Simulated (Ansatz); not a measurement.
# WS2, the end x = 0 of the monolayer 2H WS2-WSe2 line (75 atoms): support functions against a reference, part 2 of 2

Aim: test how closely localised support functions follow the reference on WS2, the end x = 0 of the monolayer 2H WS2-WSe2 line (75 atoms), and at what cost. A setting counts as converged where the r.m.s. difference of forces stays under 1 % of the r.m.s. force.

Ansatz 0.2.0; Kohn-Sham DFT, PBE, PAW (set soft_2), plane waves.

The cell: 25 W and 50 S. The host structure and its lattice constant were typed by rule, without a check against the phase diagram. Beside vacuum, support functions can miss their usual error bounds without a warning. The Brillouin zone is sampled at Γ only, in a cell whose shortest periodic width is 14 Å. The levels lack spin–orbit coupling.

So far. Step 12 (Support functions medium, radius 6.29 Å): Forces differ from the reference by 0.16 meV/Å r.m.s., 0.041 % of their size, well within a tolerance of 1 %; the energy by +0.17 meV/atom. It took 5.2 times the reference's time (shared host, so rough). The two runs also began from different starting densities, which bears on cycles and time.

## (15) The first run in detail

The first run, on the default basis, asked for the full analyses, so its electronic structure is set out here.

Length of the force by element:

```tsv
element	coordination	atoms	mean length of the force (eV/Å)	spread	least	most
S	all	50	0.485	0.206	0.198	1.19
W	all	25	0.910	0.275	0.383	1.48
```

Löwdin charges by element (they lack the spilled electrons, 0.080 e an atom on average):

```tsv
element	coordination	atoms	mean charge (e)	spread	least	most
S	all	50	-0.117	0.0107	-0.139	-0.085
W	all	25	0.473	0.0057	0.463	0.484
```

States in the cell by windows of 1 eV, zero at the Fermi level; the larger projections on atomic orbitals stand beside the total:

```tsv
from (eV)	to (eV)	total	S p	W d	S s
-18	-16	0.0	0.0	0.0	0.0
-16	-15	13.3	0.6	0.2	8.1
-15	-14	15.9	0.8	0.8	12.1
-14	-13	70.8	1.7	9.8	57.4
-13	-8	0.0	0.0	0.0	0.0
-8	-7	14.7	8.6	3.6	0.9
-7	-6	47.8	28.4	14.6	1.4
-6	-5	70.4	42.0	19.7	4.9
-5	-4	60.7	41.6	16.4	1.2
-4	-3	62.2	39.4	20.3	1.3
-3	-2	55.5	40.9	11.7	0.8
-2	-1	38.1	10.2	26.1	0.6
-1	0	0.6	0.2	0.4	0.0
0	1	0.7	0.2	0.4	0.0
1	2	87.1	26.6	54.2	1.2
```

The stored curve holds about 450 of the 650 electrons; the rest, give or take the few that broadening carries across the Fermi level, lie in deeper levels below its range.

The levels nearest the highest filled one (over half full), pooled over k-points and spins:

```tsv
level less the highest filled one (eV)	occupation
-0.299	2
-0.289	2
-0.250	2
-0.241	2
-0.226	2
0	2
2.11	0
2.14	0
2.16	0
2.18	0
2.19	0
2.22	0
```

Planar average of the electrostatic potential energy along the normal, with the Fermi level as zero, after a running mean with a triangular window 4 Å wide at its base:

```tsv
height (Å)	potential energy (eV)
0.0	4.71
0.6	4.71
1.0	4.71
1.6	4.71
2.1	4.71
2.7	4.71
3.1	4.71
3.7	4.71
4.1	4.70
4.7	4.64
5.2	4.41
5.8	3.35
6.4	1.24
6.8	-0.97
7.4	-4.71
7.8	-7.48
8.4	-10.32
8.9	-11.77
9.5	-12.06
9.9	-10.91
10.5	-8.32
11.0	-5.70
11.5	-1.87
12.0	0.55
12.6	2.91
13.2	4.24
13.6	4.59
14.2	4.69
14.7	4.71
15.2	4.71
15.7	4.71
16.3	4.71
16.7	4.71
17.3	4.71
17.8	4.71
18.4	4.71
```

Valence density in the ca plane at fractional y = 0.065, with atoms of S within 0.2 Å of it. It is the smooth field of the valence electrons, not physical close to the nuclei.

Values in units of 1e-1 e/Å³, 13 rows by 16 columns, each cell a mean:
```
0.0 0.0 0.0 0.0 0.0 1.5 8.0 6.4 5.3 8.4 2.7 0.0 0.0 0.0 0.0 0.0
0.0 0.0 0.0 0.0 0.0 0.8 5.7 5.4 5.1 6.2 1.3 0.0 0.0 0.0 0.0 0.0
0.0 0.0 0.0 0.0 0.0 0.5 4.2 5.3 5.7 4.9 0.9 0.0 0.0 0.0 0.0 0.0
0.0 0.0 0.0 0.0 0.0 1.6 8.6 6.9 5.5 8.9 3.0 0.1 0.0 0.0 0.0 0.0
0.0 0.0 0.0 0.0 0.0 0.3 2.7 5.1 5.5 3.0 0.5 0.0 0.0 0.0 0.0 0.0
0.0 0.0 0.0 0.0 0.0 1.2 7.1 6.0 5.2 7.5 2.1 0.0 0.0 0.0 0.0 0.0
0.0 0.0 0.0 0.0 0.0 1.2 7.1 6.0 5.2 7.6 2.1 0.0 0.0 0.0 0.0 0.0
0.0 0.0 0.0 0.0 0.0 0.3 2.7 4.8 5.5 3.2 0.6 0.0 0.0 0.0 0.0 0.0
0.0 0.0 0.0 0.0 0.0 1.7 8.6 6.7 5.4 9.0 3.1 0.1 0.0 0.0 0.0 0.0
0.0 0.0 0.0 0.0 0.0 0.5 4.2 4.9 5.5 4.7 0.9 0.0 0.0 0.0 0.0 0.0
0.0 0.0 0.0 0.0 0.0 0.8 6.0 5.7 5.6 6.3 1.2 0.0 0.0 0.0 0.0 0.0
0.0 0.0 0.0 0.0 0.0 1.4 7.7 6.4 5.7 8.4 2.4 0.0 0.0 0.0 0.0 0.0
0.0 0.0 0.0 0.0 0.0 0.3 2.0 4.5 5.3 2.6 0.4 0.0 0.0 0.0 0.0 0.0
```
Columns run along c (18.5 Å), rows up along a (15.9 Å). Atoms in or near the plane, at fractional coordinates: S at (0.58, 0.13), S at (0.42, 0.13), S at (0.59, 0.33), S at (0.41, 0.33), S at (0.58, 0.53), S at (0.41, 0.53), S at (0.58, 0.73), S at (0.42, 0.73), S at (0.58, 0.93), S at (0.42, 0.93).

ELF in the ca plane at fractional y = 0.065, with atoms of S within 0.2 Å of it. It is the smooth field of the valence electrons, not physical close to the nuclei.

Ten even steps from '0' (0.00) to '9' (0.94), each cell a mean:
```
00000000000002589878632587798631000000000000
00000000000014799714732561399852000000000000
00000000000002578878632477898631000000000000
00000000000000012333223223321000000000000000
00000000000000124555323245543100000000000000
00000000000002689867732576799741000000000000
00000000000014799714732562499852000000000000
00000000000001367887522478887520000000000000
00000000000000001232133223210000000000000000
00000000000000245676322256664210000000000000
00000000000013799846732575699852000000000000
00000000000014799735732573499852000000000000
00000000000001256777422367776310000000000000
00000000000000001222133223210000000000000000
00000000000001257777522367776420000000000000
00000000000014799725732573499852000000000000
00000000000013699846732575699852000000000000
00000000000000135666322256654210000000000000
00000000000000001233123223210000000000000000
00000000000001478878622478887420000000000000
00000000000014799714732662499852000000000000
00000000000002589867632576799741000000000000
00000000000000013454222245542100000000000000
00000000000000012344223234432000000000000000
```
Columns run along c (18.5 Å), rows up along a (15.9 Å). Atoms in or near the plane, at fractional coordinates: S at (0.58, 0.13), S at (0.42, 0.13), S at (0.59, 0.33), S at (0.41, 0.33), S at (0.58, 0.53), S at (0.41, 0.53), S at (0.58, 0.73), S at (0.42, 0.73), S at (0.58, 0.93), S at (0.42, 0.93).

Mean Löwdin charges: S -0.12, W +0.47 e (they miss 0.92 % of the electrons, so they add up to more than the cell's charge). The largest share in the top eV of filled states is W d (70 % of the projected weight), and in the lowest eV of empty states W d (65 % of the projected weight). The potential stands 5.76 eV above the highest filled level over the upper face and 5.76 eV under the lower one, a reading of the ionisation potential at this level on the run's k-points.

## (16) Distances and neighbours

These statistics describe the geometry on which the runs were made.

Normalised to the volume that the atoms fill. g(r), total and by pair (bins of 0.1 Å):

```tsv
r (Å)	total	S-S	S-W	W-W
2.25	0.00	0.00	0.00	0.00
2.35	2.18	0.00	4.90	0.00
2.45	6.12	0.00	13.80	0.00
2.55	0.00	0.00	0.00	0.00
2.65	0.00	0.00	0.00	0.00
2.75	0.00	0.00	0.00	0.00
2.85	0.00	0.00	0.00	0.00
2.95	0.00	0.00	0.00	0.00
3.05	0.03	0.08	0.00	0.00
3.15	6.45	10.10	0.00	17.70
3.25	1.52	2.44	0.00	3.91
3.35	0.00	0.00	0.00	0.00
3.45	0.00	0.00	0.00	0.00
3.55	0.00	0.00	0.00	0.00
3.65	0.00	0.00	0.00	0.00
3.75	0.00	0.00	0.00	0.00
3.85	0.00	0.00	0.00	0.00
3.95	1.68	0.00	3.78	0.00
4.05	1.35	0.00	3.05	0.00
4.15	0.00	0.00	0.00	0.00
4.25	0.00	0.00	0.00	0.00
4.35	0.02	0.04	0.00	0.00
4.45	2.09	4.70	0.00	0.00
4.55	0.32	0.71	0.00	0.00
4.65	0.00	0.00	0.00	0.00
4.75	0.00	0.00	0.00	0.00
4.85	0.00	0.00	0.00	0.00
4.95	0.00	0.00	0.00	0.00
5.05	1.68	0.00	3.79	0.00
5.15	2.04	0.00	4.59	0.00
5.25	0.00	0.00	0.00	0.00
5.35	0.00	0.00	0.00	0.00
5.45	0.99	1.51	0.00	2.91
5.55	1.41	2.09	0.00	4.28
5.65	0.00	0.00	0.00	0.00
5.75	0.00	0.00	0.00	0.00
5.85	0.00	0.00	0.00	0.00
5.95	0.00	0.00	0.00	0.00
6.05	0.00	0.00	0.00	0.00
6.15	0.00	0.00	0.00	0.00
6.25	0.11	0.24	0.00	0.00
6.35	2.75	4.94	0.00	4.97
6.45	0.15	0.23	0.00	0.42
6.55	0.00	0.00	0.00	0.00
```

Bonds by pair of elements; cutoffs follow the first minimum of g(r), held within bounds set by covalent radii, and pairs that aren't listed don't count as bonded:

```tsv
pair A-B	cutoff (Å)	bonds	mean length (Å)	spread (Å)	shortest (Å)	B about A	A about B
S-W	3.12	150	2.42	0.026	2.35	3	6
```

How many atoms have how many bonded neighbours:

```tsv
element	mean	3	6
S	3	50	0
W	6	0	25
```

First main peaks of g(r), for some of the pairs, lie near 3.17 Å (S-S), 2.42 Å (S-W) and 3.18 Å (W-W). By these cutoffs all S atoms have 3 and all W atoms have 6 bonded neighbours.

Local excerpt of 13 atoms (numbers count through the whole input) about W58, which bears the longest force; x, y, z are measured from there.

```tsv
atom	x	y	z	distance (Å)	bonds	Löwdin charge (e)	Fx	Fy	Fz (eV/Å)
W58	0.00	0.00	0.00	0.00	6	0.48	-0.24	-1.44	0.20
S60	1.57	0.88	-1.57	2.39	3	-0.12	0.36	-0.03	0.11
S44	-1.59	0.86	1.56	2.39	3	-0.11	-0.12	0.28	0.17
S59	1.57	0.86	1.60	2.40	3	-0.12	0.08	0.21	-0.15
S45	-1.63	0.88	-1.55	2.42	3	-0.10	0.60	0.07	-0.79
S42	0.02	-1.92	-1.54	2.46	3	-0.13	-0.53	0.61	-0.14
S41	-0.02	-1.90	1.60	2.49	3	-0.14	-0.08	0.45	-0.47
W61	1.55	2.71	0.01	3.12	6	0.48	0.95	-0.20	-0.14
W46	-1.62	2.71	-0.02	3.16	6	0.47	0.17	0.09	0.85
W43	-3.17	-0.04	-0.02	3.17	6	0.46	-0.81	-0.34	1.06
W73	3.17	-0.06	0.03	3.18	6	0.47	-0.12	0.52	-1.10
W55	1.58	-2.81	0.01	3.22	6	0.48	0.37	0.11	-0.21
W40	-1.64	-2.78	0.01	3.23	6	0.48	0.67	-0.63	0.08
```

The column of bonds counts only the pairs S-W within 3.12 Å; other neighbours, such as metal atoms beside each other in a compound, aren't counted, and periodic images can show an atom twice.

## (17) Results

```json
{
 "free energy per atom": "-4063.8029 eV/atom",
 "r.m.s. force component": "0.4025 eV/Å",
 "gap (highest filled to lowest empty level)": "2.111 eV",
 "potential in mid-vacuum, over the Fermi level": "4.711 eV",
 "wall time of the 11 DFT runs": "29 min"
}
```

What this shows: Against plane waves at 750 eV, the forces differ by 0.13 meV/Å (0.033 %) with support functions medium, and by 0.036 meV/Å in the closest run (support functions high). At 75 atoms the fastest of the runs at a preset level, support functions low, takes 1.5 times the time of plane waves, in 12 SCF cycles against 12. Differences between support functions and plane waves include what basis error the plane-wave run still has. As the radius goes from 4.07 to 6.29 Å, the force difference goes from 0.17 to 0.16 meV/Å (not steadily; the least is 0.099 at 4.7 Å), and the time from 1.8 min to 5.5 min.

The highest filled and lowest empty levels differ by 2.11 eV at Γ alone; the mesh holds the band edges only if they fold onto it, so the gap at this level can be narrower or closed, and states at the surface or the caps may set it. The potential stands 5.76 eV above the highest filled level over the upper face and 5.76 eV under the lower one, a reading of the ionisation potential at this level on the run's k-points. Counting bonds as in the table, all S atoms have 3 and all W atoms have 6 bonded neighbours.

**Limits.** The geometry was built by rule, was displaced at random and isn't relaxed at this level: its force components are 0.40 eV/Å r.m.s.

[Logs are printed without paths, hosts, clocks, repeated set-up lines and the standing remarks that a program may print on its own settings, such as how far it seeks lower states.]

[Hosts, paths, dates, database ids (printed as entryN), source tags and the programs' standing remarks are cut or masked in the printed files.]
